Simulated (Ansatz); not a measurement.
System: TaC (rock salt type), 2 atoms in the cell.

Theory: PBE, plane waves, PAW datasets (generated hard set) (Ansatz 0.2.0 development build).

Cutoff 700 eV; k-mesh 8×8×8 Γ-centred; Fermi–Dirac smearing of 0.1 eV; no spin polarisation; no spin–orbit coupling.

```
Ta C
1.0
     0.00000    2.24000    2.24000
     2.24000    0.00000    2.24000
     2.24000    2.24000    0.00000
Ta C
1 1
Cartesian
  0.0000 0.0000 0.0000
  2.2400 2.2400 2.2400
```

What pressure does the calculation give?

The pressure is -0.88 GPa, so at these settings the cell is stretched and would shrink.

Metal or insulator on this mesh?

No gap opens on the mesh: metallic.

The stress includes the program's correction for the finite plane-wave basis.

The k-mesh is modest, so these values aren't fully converged in k.
